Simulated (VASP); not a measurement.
# KBr (Fm-3m) in VASP: further runs

The runs below take KBr through single point, with rSCAN, PBE.

All numbers are computed with VASP 6.6.1; they aren't measurements. Logs are shortened: lines on timing, memory, paths and dates and some standing lists are left out, and cuts for length are marked.

### Step 1. The crystal as given

The structure is cubic, space group Fm-3m (No. 225). The conventional cell has a = 6.600 Å, b = 6.600 Å, c = 6.600 Å, α = 90.00°, β = 90.00°, γ = 90.00°. Br (site symmetry m-3m) has 6 K at 3.30 Å as nearest neighbours. K (site symmetry m-3m) has 6 Br at 3.30 Å as nearest neighbours.

### Step 2. Single point, rSCAN, spin-orbit coupling, no magnetisation

File INCAR:

```
SYSTEM = KBr
PREC = Accurate
ENCUT = 520
EDIFF = 1E-7
ISMEAR = -1
SIGMA = 0.1
LREAL = .FALSE.
LASPH = .TRUE.
NELM = 60
ALGO = Normal
ISIF = 2
LWAVE = .FALSE.
LCHARG = .FALSE.
LNONCOLLINEAR = .TRUE.
MAGMOM = 0 0 0 0 0 0
LORBIT = 11
LSORBIT = .TRUE.
GGA_COMPAT = .FALSE.
METAGGA = RSCAN
LMIXTAU = .TRUE.
```

File KPOINTS:

```
regular mesh
0
G
  5 5 5
  0 0 0
```

File POSCAR:

```
KBr
1.0
    0.0000000000      3.3000000000      3.3000000000
    3.3000000000      0.0000000000      3.3000000000
    3.3000000000      3.3000000000      0.0000000000
Br K
1 1
Direct
    0.5000000000      0.5000000000      0.5000000000
    0.0000000000      0.0000000000      0.0000000000
```

Potentials or basis: VASP PAW PBE potentials, release 64 (Br, K_sv).

Run with:

```console
$ cat potpaw_PBE.64/Br/POTCAR potpaw_PBE.64/K_sv/POTCAR > POTCAR
$ mpirun -np 1 vasp_ncl > vasp.out
```

OUTCAR:

```text
SYSTEM = KBr
   PREC = Accurate
   ENCUT = 520
   EDIFF = 1E-7
   ISMEAR = -1
   LREAL = .FALSE.
   LASPH = .TRUE.
   NELM = 60
   ISIF = 2
   LNONCOLLINEAR = .TRUE.
   LORBIT = 11
   LSORBIT = .TRUE.
   METAGGA = RSCAN

 ion  position               nearest neighbor table
   1  0.500  0.500  0.500-   2 3.30   2 3.30   2 3.30   2 3.30   2 3.30   2 3.30
   2  0.000  0.000  0.000-   1 3.30   1 3.30   1 3.30   1 3.30   1 3.30   1 3.30

  LATTYP: Found a face centered cubic cell.
 ALAT       =     6.6000000000

  Lattice vectors:

 A1 = (   0.0000000000,   3.3000000000,   3.3000000000)
 A2 = (   3.3000000000,   0.0000000000,   3.3000000000)
 A3 = (   3.3000000000,   3.3000000000,   0.0000000000)

Analysis of symmetry for initial positions (statically):
=====================================================================
 Subroutine PRICEL returns:
 Original cell was already a primitive cell.

 Routine SETGRP: Setting up the symmetry group for a
 face centered cubic supercell.

 Subroutine GETGRP returns: Found 48 space group operations
 (whereof 48 operations were pure point group operations)
 out of a pool of 48 trial point group operations.

The static configuration has the point symmetry O_h .

Analysis of symmetry for dynamics (positions and initial velocities):
=====================================================================
 Subroutine PRICEL returns:
 Original cell was already a primitive cell.

 Routine SETGRP: Setting up the symmetry group for a
 face centered cubic supercell.

 Subroutine GETGRP returns: Found 48 space group operations
 (whereof 48 operations were pure point group operations)
 out of a pool of 48 trial point group operations.

The dynamic configuration has the point symmetry O_h .

Analysis of structural, dynamic, and magnetic symmetry:
=====================================================================
 Subroutine PRICEL returns:
 Original cell was already a primitive cell.

 Routine SETGRP: Setting up the symmetry group for a
 face centered cubic supercell.

 Subroutine GETGRP returns: Found 48 space group operations
 (whereof 48 operations were pure point group operations)
 out of a pool of 48 trial point group operations.

The overall configuration has the point symmetry O_h .

 Subroutine INISYM returns: Found 48 space group operations
 (whereof 48 operations are pure point group operations),
 and found     1 'primitive' translations

----------------------------------------------------------------------------------------

                                     Primitive cell

  volume of cell :      71.8740

  direct lattice vectors                    reciprocal lattice vectors
     0.000000000  3.300000000  3.300000000    -0.151515152  0.151515152  0.151515152
     3.300000000  0.000000000  3.300000000     0.151515152 -0.151515152  0.151515152
     3.300000000  3.300000000  0.000000000     0.151515152  0.151515152 -0.151515152

  length of vectors
     4.666904756  4.666904756  4.666904756     0.262431941  0.262431941  0.262431941

  position of ions in fractional coordinates (direct lattice)
     0.500000000  0.500000000  0.500000000
     0.000000000  0.000000000  0.000000000

  ion indices of the primitive-cell ions
   primitive index   ion index
                 1           1
                 2           2

----------------------------------------------------------------------------------------

 KPOINTS: regular mesh

Automatic generation of k-mesh.
 Grid dimensions read from file:
 generate k-points for:    5    5    5

 Generating k-lattice:

  Cartesian coordinates                     Fractional coordinates (reciprocal lattice)
    -0.030303030  0.030303030  0.030303030     0.200000000  0.000000000  0.000000000
[... 64 lines left out ...]
     AMIX_MAG =   1.60;   BMIX_MAG =  1.00
  volume/ion in A,a.u.               =      35.94       242.51
  Fermi-wavevector in a.u.,A,eV,Ry     =   0.992181  1.874950 13.393889  0.984423
  Thomas-Fermi vector in A             =   2.123975
   LORBIT       =     11    0 simple, 1 ext, 2 COOP (PROOUT), +10 PAW based schemes
   METAGGA = RSCAN    functional components
   LHFCALC =     F    Hartree Fock is set to
   AEXX    =    0.0000 exact exchange contribution
   IVDW    =     0    specifies the selected vdW correction
   LEPSILON=     F    determine dielectric tensor
   LRPA    =     F    only Hartree local field effects (RPA)
  energy-cutoff  :      520.00
  volume of cell :       71.87
 maximum number of plane-waves:      3912
   NGX = 17   NGY = 17   NGZ = 17

 number of electron      15.9999997 magnetization      -0.0000000     -0.0000000      0.0000000

 number of electron      15.9999997 magnetization       0.0000000      0.0000000      0.0000000

 number of electron      15.9999997 magnetization       0.0000000     -0.0000000      0.0000000

 number of electron      15.9999997 magnetization      -0.0000000     -0.0000000     -0.0000000

 Free energy of the ion-electron system (eV)
  ---------------------------------------------------
  ext. energy  EPLUGINS =         0.00000000
  ---------------------------------------------------
  free energy    TOTEN  =       -36.71669744 eV

  energy without entropy =      -36.71669744  energy(sigma->0) =      -36.71669744

 E-fermi :   0.1475     XC(G=0):  -7.8165

 val. band max:       -2.0298796371   @ k =   0.0000   0.0000   0.0000
 cond. band min:       2.8147546066   @ k =   0.0000   0.0000   0.0000
 fundamental gap:      4.8446342437
 Fermi energy:         0.1474905009

 k-point     1 :       0.0000    0.0000    0.0000
  band No.  band energies     occupation
      1     -31.0539      1.00000
      2     -31.0539      1.00000
      3     -14.9174      1.00000
      4     -14.9174      1.00000
      5     -13.9577      1.00000
      6     -13.9577      1.00000
[... 259 lines left out ...]
     23       8.0140      0.00000
     24       8.0140      0.00000

------------------------ aborting loop because EDIFF is reached ----------------------------------------

  FORCE on cell =-STRESS in cart. coord.  units (eV):
  Direction    XX          YY          ZZ          XY          YZ          ZX
  --------------------------------------------------------------------------------------
  -------------------------------------------------------------------------------------
  Total        0.0048127      0.0048127      0.0048127      0.0000000     -0.0000000      0.0000000
  in kB        0.1072823      0.1072823      0.1072823      0.0000000     -0.0000000      0.0000000
  external PRESSURE =       0.1072823 kB  Pullay stress =       0.0000000 kB

 VOLUME and BASIS-vectors are now :
 -----------------------------------------------------------------------------
  energy-cutoff  :      520.00
  volume of cell :       71.87
      direct lattice vectors                 reciprocal lattice vectors
     0.000000000  3.300000000  3.300000000    -0.151515152  0.151515152  0.151515152
     3.300000000  0.000000000  3.300000000     0.151515152 -0.151515152  0.151515152
     3.300000000  3.300000000  0.000000000     0.151515152  0.151515152 -0.151515152

 POSITION                                       TOTAL-FORCE (eV/Angst)
 -----------------------------------------------------------------------------------
      3.30000      3.30000      3.30000        -0.000000      0.000000      0.000000
      0.00000      0.00000      0.00000         0.000000     -0.000000     -0.000000
 -----------------------------------------------------------------------------------
    total drift:                                0.000000      0.000000      0.000000

  FREE ENERGIE OF THE ION-ELECTRON SYSTEM (eV)
  ---------------------------------------------------
  free  energy   TOTEN  =       -36.7166974426 eV

  energy  without entropy=      -36.7166974424  energy(sigma->0) =      -36.71669744

 Spin-Orbit-Coupling matrix elements

 Ion:    1  E_soc:     -0.0483302
 l=   1
     0.0000000    -0.0080548    -0.0080548
    -0.0080548     0.0000000    -0.0080548
    -0.0080548    -0.0080548     0.0000000
 l=   2
     0.0000000    -0.0000001     0.0000000    -0.0000001    -0.0000001
    -0.0000001     0.0000000    -0.0000001    -0.0000001    -0.0000000
     0.0000000    -0.0000001     0.0000000    -0.0000001     0.0000000
    -0.0000001    -0.0000001    -0.0000001     0.0000000    -0.0000000
    -0.0000001    -0.0000000     0.0000000    -0.0000000     0.0000000
 l=   3
     0.0000000     0.0000000     0.0000000     0.0000000     0.0000000     0.0000000     0.0000000
     0.0000000     0.0000000     0.0000000     0.0000000     0.0000000     0.0000000     0.0000000
     0.0000000     0.0000000     0.0000000     0.0000000     0.0000000     0.0000000     0.0000000
     0.0000000     0.0000000     0.0000000     0.0000000     0.0000000     0.0000000     0.0000000
     0.0000000     0.0000000     0.0000000     0.0000000     0.0000000     0.0000000     0.0000000
     0.0000000     0.0000000     0.0000000     0.0000000     0.0000000     0.0000000     0.0000000
     0.0000000     0.0000000     0.0000000     0.0000000     0.0000000     0.0000000     0.0000000

 Ion:    2  E_soc:     -0.0072977
 l=   1
     0.0000000    -0.0012153    -0.0012153
    -0.0012153     0.0000000    -0.0012153
    -0.0012153    -0.0012153     0.0000000
 l=   2
     0.0000000     0.0000001     0.0000000     0.0000001    -0.0000011
     0.0000001     0.0000000    -0.0000008     0.0000001    -0.0000003
     0.0000000    -0.0000008     0.0000000    -0.0000008     0.0000000
     0.0000001     0.0000001    -0.0000008     0.0000000    -0.0000003
    -0.0000011    -0.0000003     0.0000000    -0.0000003     0.0000000
 l=   3
     0.0000000     0.0000000     0.0000000     0.0000000     0.0000000     0.0000000     0.0000000
     0.0000000     0.0000000     0.0000000     0.0000000     0.0000000     0.0000000     0.0000000
     0.0000000     0.0000000     0.0000000     0.0000000     0.0000000     0.0000000     0.0000000
     0.0000000     0.0000000     0.0000000     0.0000000     0.0000000     0.0000000     0.0000000
     0.0000000     0.0000000     0.0000000     0.0000000     0.0000000     0.0000000     0.0000000
     0.0000000     0.0000000     0.0000000     0.0000000     0.0000000     0.0000000     0.0000000
     0.0000000     0.0000000     0.0000000     0.0000000     0.0000000     0.0000000     0.0000000

 total charge

# of ion       s       p       d       tot
------------------------------------------
    1        1.598   3.335   0.001   4.933
    2        1.958   5.670   0.022   7.650
--------------------------------------------------
tot          3.555   9.005   0.023  12.583

 magnetization (x)

# of ion       s       p       d       tot
------------------------------------------
    1        0.000   0.000   0.000   0.000
    2        0.000   0.000   0.000   0.000
--------------------------------------------------
tot          0.000   0.000   0.000   0.000

 magnetization (y)

# of ion       s       p       d       tot
------------------------------------------
    1        0.000  -0.000  -0.000  -0.000
    2        0.000   0.000   0.000   0.000
--------------------------------------------------
tot          0.000  -0.000  -0.000  -0.000

 magnetization (z)

# of ion       s       p       d       tot
------------------------------------------
    1       -0.000  -0.000  -0.000  -0.000
    2        0.000  -0.000   0.000  -0.000
--------------------------------------------------
tot         -0.000  -0.000  -0.000  -0.000
```

Run time: 3.9 min. Hardware: 1 thread of Intel Xeon 6975P-C (Granite Rapids), shared host; peak memory 0.47 GiB.

Results:

```yaml
Free_energy: -36.7167 eV
Pressure: 0.0 GPa
Valence_electrons_inside_the_program's_atomic_spheres: Br 4.93; K 7.65
```

Caveat: the PAW data sets were made with another functional, which shifts forces and pressure a little.

### Step 3. Single point, PBE

File INCAR:

```
SYSTEM = KBr
PREC     = Accurate       ! precision mode
ENCUT    = 520            ! plane-wave cutoff, eV
EDIFF    = 1E-6           ! SCF threshold, eV
ISMEAR   = 0              ! smearing method
SIGMA    = 0.02           ! smearing width, eV
LREAL    = .False.        ! projectors in reciprocal space
LASPH    = .True.         ! aspherical terms in the spheres
NELM     = 60             ! most SCF steps
ALGO     = Fast           ! electronic algorithm
ISIF     = 2              ! what is computed and relaxed
LWAVE    = .False.        ! write WAVECAR
LCHARG   = .False.        ! write CHGCAR
GGA      = PE             ! functional
```

File KPOINTS:

```
Automatic mesh
0
Gamma
  7 7 7
  0 0 0
```

POSCAR is that of step 2.

Potentials or basis: VASP PAW PBE potentials, release 54 (Br, K_sv).

Run with:

```console
$ cat potpaw_PBE.54/Br/POTCAR potpaw_PBE.54/K_sv/POTCAR > POTCAR
$ mpirun -np 1 vasp_std > vasp.out
```

Run time: 23 s. Hardware: 1 thread of Intel Xeon Platinum 8488C (Sapphire Rapids), shared host; peak memory 0.2 GiB.

The run converged. Its results:

| Item | Value |
| --- | --- |
| Free energy | -6.2151 eV |
| Pressure | 0.8 GPa |
| Band gap on the k mesh | 4.43 eV, direct |

Levels at points of the mesh, in eV from the valence-band top:
```tsv
k point	band 4	band 5	band 6	band 7	band 8	band 9	band 10	band 11	band 12
(0.00, 0.00, 0.00)	-11.26	-11.26	0.00	0.00	0.00	4.43	7.60	7.60	7.60
```

Caveat: an odd mesh through Γ misses points on the zone boundary, where band edges often lie. A hybrid or GW would open this gap; PBE tends to underestimate it.
